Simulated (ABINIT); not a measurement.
# AlAs (F-43m): G0W0 with ABINIT, start to end, part 3 of 3

Aim: the G0W0 gap of AlAs (F-43m) on PBE, step by step.

ABINIT 10.8.3; PBE and many-body steps on it, plane waves. Known limits of the many-body steps: not at the basis limit; no spin-orbit coupling; coarse k mesh.

So far. Step 4 (Empty states on the mesh, 4×4×4 mesh, 123 bands): On this mesh the gap is 1.436 eV. Step 5 (Screening, 4×4×4 mesh, 115 bands, screening to 163.3 eV): Local fields lower ε∞ by 11 %. On a Γ-centred mesh this coarse the value itself is usually too large, while a short band sum pulls it down.

## (6) Self-energy, 4×4×4 mesh, 115 bands, screening to 163.3 eV

The self-energy is evaluated for the states that the input lists, and the levels follow from it, in one-shot runs by the linearised quasiparticle equation.

This step: G0W0 on PBE, plane waves, norm-conserving pseudopotentials.

run.abi reads:

```
acell 3*1.0 Angstrom
rprim 
  0.000000000000 2.830400000000 2.830400000000
  2.830400000000 0.000000000000 2.830400000000
  2.830400000000 2.830400000000 -0.000000000000
ntypat 2
znucl 13 33
natom 2
typat 1 2
xred 
  0.000000000000 0.000000000000 0.000000000000
  0.250000000000 0.250000000000 0.250000000000
pp_dirpath "pseudos"
pseudos "Al.upf, As.upf"
ecut 44
ngkpt 4 4 4
nshiftk 1
shiftk 0 0 0
kptopt 1
chksymbreak 0
istwfk *1
occopt 1
irdwfk 1
optdriver 4
nband 115
gwcalctyp 0
ecutsigx 44
symsigma 1
nkptgw 2
kptgw 
  0.0000000000 0.0000000000 0.0000000000
  0.5000000000 0.5000000000 0.0000000000
bdgw 
  11 17
  12 15
ecuteps 6
irdscr 1
ppmodel 1
indata_prefix "in"
outdata_prefix "out"
tmpdata_prefix "tmp"
```

Started as:

```bash
OMP_NUM_THREADS=1 mpirun -n 4 abinit run.abi > log
```

Numbers of over 12 decimals in the logs are rounded to 6 here.

The program printed:

```text
.Version 10.8.3 of ABINIT. v10.8.2 released Aug 2026.

 Symmetries : space group F-4 3 m (#216); Bravais cF (face-center cubic)
[... echo of the input left out ...]
== DATASET  1 ==================================================================
-   mpi_nproc: 4, omp_nthreads: 1 (-1 if OMP is not activated)

--- !DatasetInfo
iteration_state: {dtset: 1, }
dimensions: {natom: 2, nkpt: 8, mband: 115, nsppol: 1, nspinor: 1, nspden: 1, mpw: 4314, }
cutoff_energies: {ecut:  44.0, pawecutdg:  -1.0, }
electrons: {nelect:   2.60000000E+01, charge:   0.00000000E+00, occopt:   1.00000000E+00, tsmear:   1.00000000E-02, }

 SIGMA: Calculation of the GW corrections

 Based on a program developped by R.W. Godby, V. Olevano, G. Onida, and L. Reining.
 Incorporated in ABINIT by V. Olevano, G.-M. Rignanese, and M. Torrent.
.Using double precision arithmetic ; gwpc =  8

[... cell and pseudopotentials left out ...]
--------------------------------------------------------------------------------

 ==== K-mesh for the wavefunctions ====
 Number of points in the irreducible wedge :     8
[... list of points left out ...]
 Together with 24 symmetry operations and time-reversal symmetry
 yields    64 points in the full Brillouin Zone.

 ==== Q-mesh for screening function ====
 Number of points in the irreducible wedge :     8
[... list of points left out ...]
 Together with 24 symmetry operations and time-reversal symmetry
 yields    64 points in the full Brillouin Zone.

 vcoul_init : cutoff-mode = AUXILIARY_FUNCTION
 q-points for optical limit:   1
     1)      0.000010    0.000020    0.000030
 setmesh: FFT mesh size selected  =    45x   45x   45
          total number of points  =        91125

 Number of electrons calculated from density =   26.0000; Expected =   26.0000
 average of density, n =  0.084958
 r_s =    1.4111
 omega_plasma =   28.1162 [eV]

 === KS Band Gaps ===
  >>>> For spin  1
   Minimum direct gap =   2.0442 [eV], located at k-point      :   0.0000  0.0000  0.0000
   Fundamental gap    =   1.4358 [eV], Top of valence bands at :   0.0000  0.0000  0.0000
                                       Bottom of conduction at :   0.5000  0.5000  0.0000
 SIGMA fundamental parameters:
 PLASMON POLE MODEL  1
 number of plane-waves for SigmaX                 4279
 number of plane-waves for SigmaC and W            181
 number of plane-waves for wavefunctions          4279
 number of bands                                   115
 number of independent spin polarizations            1
 number of spinorial components                      1
 number of k-points in IBZ                           8
 number of q-points in IBZ                           8
 number of symmetry operations                      24
 number of k-points in BZ                           64
 number of q-points in BZ                           64
 number of frequencies for dSigma/dE                 9
 frequency step for dSigma/dE [eV]                0.25
 number of omega for Sigma on real axis              0
 max omega for Sigma on real axis  [eV]           0.00
 zcut for avoiding poles [eV]                     0.10

 EPSILON^-1 parameters (SCR file):
 dimension of the eps^-1 matrix on file            181
 dimension of the eps^-1 matrix used               181
 number of plane-waves for wavefunctions          4279
 number of bands                                   115
 number of q-points in IBZ                           8
 number of frequencies                               2
 number of real frequencies                          1
 number of imag frequencies                          1

 matrix elements of self-energy operator (all in [eV])

 Perturbative Calculation

--- !SelfEnergy_ee
iteration_state: {dtset: 1, }
kpoint     : [   0.000,    0.000,    0.000, ]
spin       : 1
KS_gap     :    2.044
QP_gap     :    2.781
Delta_QP_KS:    0.736
data: !SigmaeeData |
     Band     E0 <VxcDFT>   SigX SigC(E0)      Z dSigC/dE  Sig(E)    E-E0       E
       11   4.434 -13.057 -14.997   1.255   0.786  -0.272 -13.596  -0.539   3.895
       12   4.434 -13.057 -14.997   1.255   0.786  -0.272 -13.596  -0.539   3.895
       13   4.434 -13.057 -14.997   1.255   0.786  -0.272 -13.596  -0.539   3.895
       14   6.478 -11.857  -7.665  -3.943   0.794  -0.259 -11.659   0.198   6.676
       15   8.727  -9.563  -5.073  -4.360   0.787  -0.271  -9.461   0.102   8.829
       16   8.727  -9.563  -5.073  -4.360   0.787  -0.271  -9.461   0.102   8.829
       17   8.727  -9.563  -5.073  -4.360   0.787  -0.271  -9.461   0.102   8.829

--- !SelfEnergy_ee
iteration_state: {dtset: 1, }
kpoint     : [   0.500,    0.500,    0.000, ]
spin       : 1
KS_gap     :    3.609
QP_gap     :    4.288
Delta_QP_KS:    0.678
data: !SigmaeeData |
     Band     E0 <VxcDFT>   SigX SigC(E0)      Z dSigC/dE  Sig(E)    E-E0       E
       12   2.260 -11.610 -14.419   1.848   0.774  -0.292 -12.354  -0.744   1.516
       13   2.260 -11.610 -14.419   1.848   0.774  -0.292 -12.354  -0.744   1.516
       14   5.870  -8.423  -4.736  -3.768   0.803  -0.246  -8.488  -0.065   5.804
       15   6.735  -9.140  -5.244  -3.814   0.800  -0.250  -9.075   0.065   6.800

== END DATASET(S) ==============================================================
================================================================================

 -outvars: echo values of variables after computation  --------
           etotal      0.0000000000E+00
            nband         115
             nkpt           8
          spgroup         216
 [... the other variables as echoed above ...]

 Calculation completed.
```

The job ended after 9.2 s (4 MPI ranks of Arm Neoverse V1, shared host; peak memory 0.94 GiB; 36 s of CPU time).

This step gave:

| Quantity | Value |
| --- | --- |
| G0W0 gap on the points computed | 1.909 eV |
| starting gap on the mesh | 1.436 eV |
| k of the valence top | 0, 0, 0 |
| k of the conduction bottom | 0.5, 0.5, 0 |
| Z at the valence top | 0.786 |
| Z at the conduction bottom | 0.803 |
| least direct G0W0 gap on the computed points | 2.781 eV |

The gap on the mesh goes from 1.44 eV to 1.91 eV, a correction of +0.47 eV.

Limits: finite bands, cutoff and mesh; no spin-orbit coupling; coarse k mesh. v1 is the top filled band, c1 the lowest empty one. The levels before and after the correction (eV, zero at the valence-band top of each column):

|  | conduction bottom | valence top |
| --- | --- | --- |
| Kohn-Sham | 1.44 | 0.00 |
| G0W0 | 1.91 | 0.00 |

```
                       level  energy (eV)
Kohn-Sham            Γ v3-v1        0.000
Kohn-Sham               Γ c1        2.044
Kohn-Sham            Γ c2-c4        4.293
Kohn-Sham  (0.5 0.5 0) v2-v1       -2.173
Kohn-Sham     (0.5 0.5 0) c1        1.436
Kohn-Sham     (0.5 0.5 0) c2        2.301
     G0W0            Γ v3-v1        0.000
     G0W0               Γ c1        2.781
     G0W0            Γ c2-c4        4.934
     G0W0  (0.5 0.5 0) v2-v1       -2.379
     G0W0     (0.5 0.5 0) c1        1.909
     G0W0     (0.5 0.5 0) c2        2.905
```

## (7) Where the time went

Times are wall times on 4 MPI ranks of Arm Neoverse V1, shared host, good to a factor of about two.

```
                          step     time  share  memory (GiB)
                  ground state     14 s    7 %          0.38
bands along the symmetry lines     21 s   11 %          0.33
      empty states on the mesh  1.9 min   59 %           4.2
                     screening     35 s   18 %           1.1
                   self-energy    9.2 s    5 %          0.94
```

## (8) Summary of results

| Property | Result |
| --- | --- |
| PBE gap | 1.44 eV, indirect |
| G0W0 gap on the mesh | 1.91 eV |
| GW settings | 4×4×4 mesh, 115 bands, screening to 163.3 eV, Godby-Needs plasmon pole |
| known limits | not at the basis limit; no spin-orbit coupling; coarse k mesh |

In words: G0W0 moves the gap on the mesh from 1.44 eV to 1.91 eV (+0.47 eV), with Z of 0.79 and 0.80 at the edges. Local fields lower the RPA ε∞ on this mesh from 15.96 to 14.22; a Γ-centred mesh this coarse tends to raise both, most where the direct gap is narrow, while a short band sum lowers them. Only 2 of the mesh's irreducible points were corrected, so a valley elsewhere could overtake. The dearest step here is «empty states on the mesh». Against experiment, by G0W0@PBE: the direct gap of 2.78 eV lies −0.24 eV from the measured 3.018 eV (direct, 300 K, quoted 2023). An exciton line or allowed optical edge lies below the quasiparticle gap by the binding energy; a forbidden edge can push the onset above it. The calculation has static nuclei and no excitons; a measured gap holds zero-point and thermal motion, which mostly lowers it. Bands and cutoff are finite, so the gap is not at the basis limit. The miss can reach some tenths of an eV and take either sign; the mesh is an error of its own. In the G0W0 run levels were corrected at 2 k points alone, so a gap called «on the mesh» is the least over those, and an edge elsewhere would be missed. The 4×4×4 mesh is coarse for this cell, which bears on the long-range parts of exchange and screening. The many-body steps are scalar-relativistic: spin-orbit coupling is not in them.

[Paths, hosts, dates, memory and timing lines, banners, echoed tables and standing remarks are left out of the program output.]

[Logs are printed without paths, hosts, clocks, repeated set-up lines and the standing remarks that a program may print on its own settings, such as how far it seeks lower states.]

[Runs of the session that timed out or met a known fault of the program may be left out.]

[Hosts, paths, dates, database ids (printed as entryN), source tags and the programs' standing remarks are cut or masked in the printed files.]

[G0W0 gaps are taken among the corrected bands and points alone; a level outside them can change the order at an edge.]

[Where Ansatz stands beside ABINIT at settings called matched, ABINIT's density can come from a denser mesh and the files from another edition; pairs whose starting gaps differed by over 0.03 eV were left out, so agreement reads better than it is.]
